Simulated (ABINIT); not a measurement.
Planning a run of ABINIT 10.8.3 on AgCl (Fm-3m). The input:

```
acell 3*1.0 Angstrom
rprim 
  0.000000000000 2.798500000000 2.798500000000
  2.798500000000 0.000000000000 2.798500000000
  2.798500000000 2.798500000000 -0.000000000000
ntypat 2
znucl 47 17
natom 2
typat 1 2
xred 
  0.000000000000 0.000000000000 0.000000000000
  0.500000000000 0.500000000000 0.500000000000
pp_dirpath "pseudos"
pseudos "Ag.upf, Cl.upf"
ecut 37
ngkpt 4 4 4
nshiftk 1
shiftk 0 0 0
kptopt 1
chksymbreak 0
istwfk *1
occopt 1
irdwfk 1
optdriver 4
nband 84
gwcalctyp 28
ecutsigx 37
symsigma 0
nkptgw 8
kptgw 
  0.0000000000 0.0000000000 0.0000000000
  0.2500000000 0.0000000000 0.0000000000
  0.5000000000 0.0000000000 0.0000000000
  0.2500000000 0.2500000000 0.0000000000
  0.5000000000 0.2500000000 0.0000000000
  -0.2500000000 0.2500000000 0.0000000000
  0.5000000000 0.5000000000 0.0000000000
  -0.2500000000 0.5000000000 0.2500000000
bdgw 
  6 21
  6 21
  6 21
  6 21
  6 21
  6 21
  6 21
  6 21
ecuteps 5
irdscr 1
ppmodel 1
rhoqpmix 0.3
indata_prefix "in"
outdata_prefix "out"
tmpdata_prefix "tmp"
```

```sh
OMP_NUM_THREADS=1 mpirun -n 4 abinit run.abi > log
```

**Question.** Estimate wall time and host memory on 4 MPI ranks of Arm Neoverse V1, shared host.

It took 2.5 min; on shared hardware allow 74 s to 4.9 min. Peak host memory was 1.5 GiB.

[Paths, hosts, dates, memory and timing lines, banners, echoed tables and standing remarks are left out of the program output.]

[Logs are printed without paths, hosts, clocks, repeated set-up lines and the standing remarks that a program may print on its own settings, such as how far it seeks lower states.]

[Runs of the session that timed out or met a known fault of the program may be left out.]

[Hosts, paths, dates, database ids (printed as entryN), source tags and the programs' standing remarks are cut or masked in the printed files.]

[G0W0 gaps are taken among the corrected bands and points alone; a level outside them can change the order at an edge.]

[Where Ansatz stands beside ABINIT at settings called matched, ABINIT's density can come from a denser mesh and the files from another edition; pairs whose starting gaps differed by over 0.03 eV were left out, so agreement reads better than it is.]
